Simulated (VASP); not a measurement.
# Ta (Im-3m) in VASP: further runs

Aim: see how the results for Ta move with the level of theory and the settings. Levels: PBEsol, LDA. Tasks: relaxation of cell and atoms.

All numbers are computed with VASP 6.6.1; they aren't measurements. Logs are shortened: lines on timing, memory, paths and dates and some standing lists are left out, and cuts for length are marked.

### 1 The structure

Symmetry: Im-3m, No. 229, cubic system. The conventional cell has a = 3.189 Å, b = 3.189 Å, c = 3.189 Å, α = 90.00°, β = 90.00°, γ = 90.00°. Ta (site symmetry m-3m) is surrounded by 8 Ta at 2.76 Å.

### 2 Relaxation of cell and atoms, PBEsol, target pressure 20.8 GPa, at which the enthalpy is minimised

File INCAR:

```
SYSTEM = Ta
PREC = Accurate
ENCUT = 600
EDIFF = 1E-7
ISMEAR = 1
SIGMA = 0.1
LREAL = .FALSE.
LASPH = .TRUE.
NELM = 80
ALGO = Normal
ISIF = 3
LWAVE = .FALSE.
LCHARG = .FALSE.
GGA = PS
IBRION = 2
NSW = 90
EDIFFG = -0.005
PSTRESS = 208.0
```

File KPOINTS:

```
regular mesh
0
G
  16 16 16
  0 0 0
```

File POSCAR:

```
Ta                                      
1.0
   -1.5946226870      1.5946226870      1.5946226870
    1.5946226870     -1.5946226870      1.5946226870
    1.5946226870      1.5946226870     -1.5946226870
  Ta            
     1
Direct
     0.0000000000000000    0.0000000000000000    0.0000000000000000
```

Potentials or basis: VASP PAW PBE potentials, release 64 (Ta_pv).

Launch:

```
cat potpaw_PBE.64/Ta_pv/POTCAR > POTCAR
mpirun -np 1 vasp_std > vasp.out
```

OUTCAR:

```text
SYSTEM = Ta
   PREC = Accurate
   ENCUT = 600
   EDIFF = 1E-7
   ISMEAR = 1
   LREAL = .FALSE.
   LASPH = .TRUE.
   NELM = 80
   ISIF = 3
   GGA = PS
   IBRION = 2
   NSW = 90
   EDIFFG = -0.005
   PSTRESS = 208.0

 ion  position               nearest neighbor table
   1  0.000  0.000  0.000-

  LATTYP: Found a body centered cubic cell.
 ALAT       =     3.1892453740

  Lattice vectors:

 A1 = (  -1.5946226870,   1.5946226870,   1.5946226870)
 A2 = (   1.5946226870,  -1.5946226870,   1.5946226870)
 A3 = (   1.5946226870,   1.5946226870,  -1.5946226870)

Analysis of symmetry for initial positions (statically):
=====================================================================
 Subroutine PRICEL returns:
 Original cell was already a primitive cell.

 Routine SETGRP: Setting up the symmetry group for a
 body centered cubic supercell.

 Subroutine GETGRP returns: Found 48 space group operations
 (whereof 48 operations were pure point group operations)
 out of a pool of 48 trial point group operations.

The static configuration has the point symmetry O_h .

Analysis of symmetry for dynamics (positions and initial velocities):
=====================================================================
 Subroutine PRICEL returns:
 Original cell was already a primitive cell.

 Routine SETGRP: Setting up the symmetry group for a
 body centered cubic supercell.

 Subroutine GETGRP returns: Found 48 space group operations
 (whereof 48 operations were pure point group operations)
 out of a pool of 48 trial point group operations.

The dynamic configuration has the point symmetry O_h .

 Subroutine INISYM returns: Found 48 space group operations
 (whereof 48 operations are pure point group operations),
 and found     1 'primitive' translations

----------------------------------------------------------------------------------------

                                     Primitive cell

  volume of cell :      16.2194

  direct lattice vectors                    reciprocal lattice vectors
    -1.594622687  1.594622687  1.594622687     0.000000000  0.313553798  0.313553798
     1.594622687 -1.594622687  1.594622687     0.313553798  0.000000000  0.313553798
     1.594622687  1.594622687 -1.594622687     0.313553798  0.313553798  0.000000000

  length of vectors
     2.761967513  2.761967513  2.761967513     0.443432034  0.443432034  0.443432034

  position of ions in fractional coordinates (direct lattice)
     0.000000000  0.000000000  0.000000000

  ion indices of the primitive-cell ions
   primitive index   ion index
                 1           1

----------------------------------------------------------------------------------------

 KPOINTS: regular mesh

Automatic generation of k-mesh.
 Grid dimensions read from file:
 generate k-points for:   16   16   16

 Generating k-lattice:

  Cartesian coordinates                     Fractional coordinates (reciprocal lattice)
     0.000000000  0.019597112  0.019597112     0.062500000  0.000000000  0.000000000
     0.019597112  0.000000000  0.019597112     0.000000000  0.062500000  0.000000000
     0.019597112  0.019597112  0.000000000     0.000000000  0.000000000  0.062500000

  Length of vectors
     0.027714502  0.027714502  0.027714502

  Shift w.r.t. Gamma in fractional coordinates (k-lattice)
     0.000000000  0.000000000  0.000000000

 Subroutine IBZKPT returns following result:
 ===========================================

 Found    145 irreducible k-points:

 Following reciprocal coordinates:
            Coordinates               Weight
  0.000000  0.000000  0.000000      1.000000
  0.062500  0.000000  0.000000     12.000000
  0.125000  0.000000  0.000000     12.000000
  0.187500  0.000000  0.000000     12.000000
  0.250000  0.000000  0.000000     12.000000
  0.312500  0.000000  0.000000     12.000000
[... 16 lines left out ...]
  0.187500  0.187500  0.000000     24.000000
  0.250000  0.187500  0.000000     48.000000
 [... further k-points ...]
   k-points           NKPTS =    145   k-points in BZ     NKDIM =    145   number of bands    NBANDS=      9
   number of dos      NEDOS =    301   number of ions     NIONS =      1
   total plane-waves  NPLWV =  13824
   dimension x,y,z NGX =    24 NGY =   24 NGZ =   24
   dimension x,y,z NGXF=    48 NGYF=   48 NGZF=   48
   ions per type =               1
   NGX,Y,Z   is equivalent  to a cutoff of  14.45, 14.45, 14.45 a.u.
   NGXF,Y,Z  is equivalent  to a cutoff of  28.89, 28.89, 28.89 a.u.
 SYSTEM =  Ta
   PREC   = accura    normal or accurate (medium, high low for compatibility)
   ISTART =      0    job   : 0-new  1-cont  2-samecut
   ICHARG =      2    charge: 1-file 2-atom 10-const
   ISPIN  =      1    spin polarized calculation?
   LNONCOLLINEAR =      F non collinear calculations
   LSORBIT =      F    spin-orbit coupling
   LASPH  =      T    aspherical Exc in radial PAW
   ENCUT  =  600.0 eV  44.10 Ry    6.64 a.u.   5.52  5.52  5.52*2*pi/ulx,y,z
   NELM   =     80;   NELMIN=  2; NELMDL= -5     # of ELM steps
   EDIFF  = 0.1E-06   stopping-criterion for ELM
   LREAL  =      F    real-space projection
   EDIFFG = -.5E-02   stopping-criterion for IOM
   NSW    =     90    number of steps for IOM
   IBRION =      2    ionic relax: 0-MD 1-quasi-New 2-CG
   NFREE  =      1    steps in history (QN), initial steepest desc. (CG)
   ISIF   =      3    stress and relaxation
   ISYM   =      2    0-nonsym 1-usesym 2-fastsym
   POTIM  = 0.5000    time-step for ionic-motion
   TEBEG  =    0.0;   TEEND  =   0.0 temperature during run
   PSTRESS=  208.0 pullay stress
   NELECT =      11.0000    total number of electrons
   NUPDOWN=      -1.0000    fix difference up-down
   EMIN   =  10.00;   EMAX   =-10.00  energy-range for DOS
   EFERMI =   0.00;   METHOD = LEGACY
   ISMEAR =     1;   SIGMA  =   0.10  broadening in eV -4-tet -1-fermi 0-gaus
   EFERMI_NEDOS =   21; number of points for ismear=-14 and -15
   IALGO  =     38    algorithm
   IMIX   =      4    mixing-type and parameters
     AMIX     =   0.40;   BMIX     =  1.00
     AMIX_MAG =   1.60;   BMIX_MAG =  1.00
  volume/ion in A,a.u.               =      16.22       109.45
  Fermi-wavevector in a.u.,A,eV,Ry     =   1.438339  2.718066 28.147975  2.068818
  Thomas-Fermi vector in A             =   2.557316
   LORBIT       =      0    0 simple, 1 ext, 2 COOP (PROOUT), +10 PAW based schemes
   GGA     = PS    functional components
   LHFCALC =     F    Hartree Fock is set to
   AEXX    =    0.0000 exact exchange contribution
   IVDW    =     0    specifies the selected vdW correction
   LEPSILON=     F    determine dielectric tensor
   LRPA    =     F    only Hartree local field effects (RPA)
 conjugate gradient relaxation of ions
 non-spin polarized calculation
 Methfessel and Paxton  Order N= 1 SIGMA  =   0.10
  energy-cutoff  :      600.00
  volume of cell :       16.22
 maximum number of plane-waves:       559
 NGX is ok and might be reduce to    24
   NGX = 11   NGY = 11   NGZ = 11

 number of electron      11.0000001 magnetization

 Free energy of the ion-electron system (eV)
  ---------------------------------------------------
  ext. energy  EPLUGINS =         0.00000000
  ---------------------------------------------------
  free energy    TOTEN  =       -12.45738957 eV

  energy without entropy =      -12.45708135  energy(sigma->0) =      -12.45728683

 E-fermi :   6.1871     XC(G=0): -13.2733

 val. band max:        6.1747892641   @ k =   0.1250   0.0625  -0.0000
 cond. band min:       6.1973102287   @ k =   0.3125   0.1250   0.0000
 fundamental gap:      0.0225209646
 Fermi energy:         6.1871018919

 k-point     1 :       0.0000    0.0000    0.0000
  band No.  band energies     occupation
      1     -26.3954      2.00000
      2     -26.3954      2.00000
      3     -26.3954      2.00000
      4      -2.1210      2.00000
      5       6.9059     -0.00000
      6       6.9059     -0.00000
      7       6.9059     -0.00000
      8      10.5618      0.00000
      9      10.5618      0.00000

 k-point     2 :       0.0625    0.0000    0.0000
  band No.  band energies     occupation
      1     -26.4659      2.00000
      2     -26.4164      2.00000
      3     -26.3960      2.00000
      4      -1.9202      2.00000
      5       6.7730     -0.00000
      6       6.8681     -0.00000
      7       7.1031     -0.00000
      8      10.3386      0.00000
      9      10.5602      0.00000

 k-point     3 :       0.1250    0.0000    0.0000
  band No.  band energies     occupation
      1     -26.6626      2.00000
      2     -26.4754      2.00000
      3     -26.3977      2.00000
      4      -1.3501      2.00000
      5       6.4165     -0.00552
      6       6.7000     -0.00000
      7       7.6867     -0.00000
      8       9.9312      0.00000
      9      10.5710      0.00000

 k-point     4 :       0.1875    0.0000    0.0000
  band No.  band energies     occupation
      1     -26.9470      2.00000
      2     -26.5627      2.00000
      3     -26.4002      2.00000
      4      -0.5134      2.00000
      5       5.9336      2.00198
      6       6.3536     -0.04018
      7       8.6327      0.00000
      8       9.7608      0.00000
      9      10.6306      0.00000
[... 205 lines left out ...]
 k-point    22 :       0.4375    0.1250    0.0000
  band No.  band energies     occupation
      1     -27.9700      2.00000
      2     -27.0074      2.00000
      3     -26.4996      2.00000
      4       1.8771      2.00000
      5       4.4351      2.00000
      6       7.3770     -0.00000
      7      10.2831      0.00000
      8      12.0449      0.00000
      9      15.8298      0.00000

 k-point    23 :       0.1875    0.1875    0.0000
  band No.  band energies     occupation
      1     -27.5403      2.00000
      2     -26.7974      2.00000
      3     -26.5188      2.00000
      4       1.7219      2.00000
      5       4.9735      2.00000
      6       5.4279      2.00000
      7       9.5356      0.00000
      8      11.5229      0.00000
      9      12.1869      0.00000

 k-point    24 :       0.2500    0.1875    0.0000
  band No.  band energies     occupation
      1     -27.7017      2.00000
      2     -26.9361      2.00000
      3     -26.5411      2.00000
      4       2.3193      2.00000
      5       4.6988      2.00000
      6       5.5664      2.00000
      7       9.8442      0.00000
      8      11.6282      0.00000
      9      13.8433      0.00000

 [... further k-points ...]

------------------------ aborting loop because EDIFF is reached ----------------------------------------

  FORCE on cell =-STRESS in cart. coord.  units (eV):
  Direction    XX          YY          ZZ          XY          YZ          ZX
  --------------------------------------------------------------------------------------
  -------------------------------------------------------------------------------------
  Total        2.1045514      2.1045514      2.1045514     -0.0000000      0.0000000      0.0000000
  in kB      207.8912970    207.8912970    207.8912970     -0.0000000      0.0000000      0.0000000
  external PRESSURE =      -0.1087030 kB  Pullay stress =     208.0000000 kB

 VOLUME and BASIS-vectors are now :
 -----------------------------------------------------------------------------
  energy-cutoff  :      600.00
  volume of cell :       16.22
      direct lattice vectors                 reciprocal lattice vectors
    -1.594622687  1.594622687  1.594622687     0.000000000  0.313553798  0.313553798
     1.594622687 -1.594622687  1.594622687     0.313553798  0.000000000  0.313553798
     1.594622687  1.594622687 -1.594622687     0.313553798  0.313553798  0.000000000

 POSITION                                       TOTAL-FORCE (eV/Angst)
 -----------------------------------------------------------------------------------
      0.00000      0.00000      0.00000         0.000000      0.000000     -0.000000
 -----------------------------------------------------------------------------------
    total drift:                               -0.000000      0.000000     -0.000000

  FREE ENERGIE OF THE ION-ELECTRON SYSTEM (eV)
  ---------------------------------------------------
  free  energy   TOTEN  =       -12.4573895690 eV

  energy  without entropy=      -12.4570813542  energy(sigma->0) =      -12.45728683

  enthalpy is  TOTEN    =       -10.3517377507 eV   P V=        2.1056518182

 reached required accuracy - stopping structural energy minimisation
```

It took 7.4 s on 1 thread of Intel Xeon 6975P-C (Granite Rapids), shared host; peak memory 0.16 GiB.

Results:

| Quantity | Value |
| --- | --- |
| Free energy | -12.4574 eV |
| Pressure after relaxing | 20.8 GPa |
| Band gap on the k mesh | none (metal or under the smearing width) |

Final structure:
```yaml
crystal:
  lattice:
    - [-1.59462, 1.59462, 1.59462]
    - [1.59462, -1.59462, 1.59462]
    - [1.59462, 1.59462, -1.59462]
  atoms:
    - { symbol: Ta, position: [0.00000, 0.00000, 0.00000] }
```

Caveat: the relaxation stopped at its first step, so nothing moved; the cell is relaxed towards a set pressure, so the enthalpy falls and the energy may rise; the PAW data sets were made with another functional, which shifts forces and pressure a little.

### 3 Relaxation of cell and atoms, PBEsol

This run uses another cell than the first one, of 18.01 Å³/atom, 1.110 times its volume.

File INCAR:

```
ALGO     = Normal         # electronic algorithm
EDIFF    = 1E-6           # SCF threshold, eV
EDIFFG   = -0.01          # ionic threshold
ENCUT    = 600            # plane-wave cutoff, eV
GGA      = PS             # functional
IBRION   = 2              # ionic algorithm
ISIF     = 3              # what is computed and relaxed
ISMEAR   = 1              # smearing method
LASPH    = True           # aspherical terms in the spheres
LCHARG   = False          # write CHGCAR
LREAL    = False          # projectors in reciprocal space
LWAVE    = False          # write WAVECAR
NELM     = 80             # most SCF steps
NSW      = 90             # ionic steps
PREC     = Accurate       # precision mode
SIGMA    = 0.1            # smearing width, eV
```

File KPOINTS:

```
k-points
0
Gamma
  16 16 16
```

File POSCAR:

```
Ta
1.0
   -1.6512800000      1.6512800000      1.6512800000
    1.6512800000     -1.6512800000      1.6512800000
    1.6512800000      1.6512800000     -1.6512800000
Ta
1
Direct
    0.0000000000      0.0000000000      0.0000000000
```

Potentials or basis: VASP PAW PBE potentials, release 64 (Ta_pv).

Launch:

```
cat potpaw_PBE.64/Ta_pv/POTCAR > POTCAR
mpirun -np 1 vasp_std > vasp.out
```

Wall time 50 s (1 thread of Intel Xeon Platinum 8488C (Sapphire Rapids), shared host); peak memory 0.16 GiB.

Results (log left out):

- Free energy: -12.5469 eV
- Relaxed volume: 17.70 Å³/atom
- Relaxed cell: a = 2.843 Å, b = 2.843 Å, c = 2.843 Å, α = 109.47°, β = 109.47°, γ = 109.47°
- Space group after relaxing (to 0.05 Å): Im-3m (No. 229)
- Energy gained by relaxing: 3.5 meV/atom
- Ionic steps: 3
- Pressure after relaxing: 0.0 GPa
- Band gap on the k mesh: none (metal or under the smearing width)

The path:
| step | energy change (eV) | largest force (eV/Å) | pressure (GPa) | volume (Å³) |
| --- | --- | --- | --- | --- |
| 1 | 0.0000 | 0.0000 | -3.50 | 18.01 |
| 2 | 0.0146 | 0.0000 | 8.67 | 17.00 |
| 3 | -0.0035 | 0.0000 | -0.04 | 17.70 |

Final structure:
```xyz
1
Lattice="-1.6417 1.6417 1.6417 1.6417 -1.6417 1.6417 1.6417 1.6417 -1.6417" Properties=species:S:1:pos:R:3 pbc="T T T"
Ta    0.0000    0.0000    0.0000
```

Levels at points of the mesh, in eV from the Fermi level:
```
           k point  band 3  band 4  band 5  band 6  band 7  band 8
(0.00, 0.00, 0.00)  -32.93   -7.97    0.74    0.74    0.74    4.08
(0.50, 0.00, 0.00)  -32.94   -4.44   -1.58    1.72    3.97    5.02
(0.50, 0.50, 0.50)  -33.80   -3.89   -3.89    7.01    7.01    7.01
```

Caveat: the PAW data sets were made with another functional, which shifts forces and pressure a little. Spin-orbit coupling is left out, which matters for the levels of Ta.

### 4 Relaxation of cell and atoms, PBEsol

This run uses another cell than the first one, of 17.70 Å³/atom, 1.091 times its volume.

Edit INCAR of step 3 so:

```diff
@@ -1,4 +1,4 @@
 ALGO     = Normal         # electronic algorithm
-EDIFF    = 1E-6           # SCF threshold, eV
-EDIFFG   = -0.01          # ionic threshold
+EDIFF    = 1E-7           # SCF threshold, eV
+EDIFFG   = -0.005         # ionic threshold
 ENCUT    = 600            # plane-wave cutoff, eV
```

KPOINTS is that of step 3.

File POSCAR:

```
Ta                                      
1.0
   -1.6416853682      1.6416853682      1.6416853682
    1.6416853682     -1.6416853682      1.6416853682
    1.6416853682      1.6416853682     -1.6416853682
  Ta            
     1
Direct
     0.0000000000000000    0.0000000000000000    0.0000000000000000
```

Launch:

```
cat potpaw_PBE.64/Ta_pv/POTCAR > POTCAR
mpirun -np 1 vasp_std > vasp.out
```

It took 30 s on 1 thread of Intel Xeon Platinum 8488C (Sapphire Rapids), shared host; peak memory 0.15 GiB.

It converged, with:

| Quantity | Value |
| --- | --- |
| Free energy | -12.5468 eV |
| Pressure after relaxing | 0.0 GPa |
| Band gap on the k mesh | none (metal or under the smearing width) |

Final structure:
```
Ta
1.0
    -1.64169    1.64169    1.64169
     1.64169   -1.64169    1.64169
     1.64169    1.64169   -1.64169
Ta
1
Direct
  0.00000 0.00000 0.00000
```

Levels at points of the mesh, in eV from the Fermi level:
```tsv
k point	band 3	band 4	band 5	band 6	band 7	band 8
(0.00, 0.00, 0.00)	-32.93	-7.97	0.74	0.74	0.74	4.08
(0.50, 0.00, 0.00)	-32.94	-4.44	-1.58	1.72	3.97	5.02
(0.50, 0.50, 0.50)	-33.80	-3.89	-3.89	7.01	7.01	7.01
```

Caveat: the relaxation stopped at its first step, so nothing moved; the PAW data sets were made with another functional, which shifts forces and pressure a little. Spin-orbit coupling is left out, which matters for the levels of Ta.

(Part 1 of 2 ends here.)
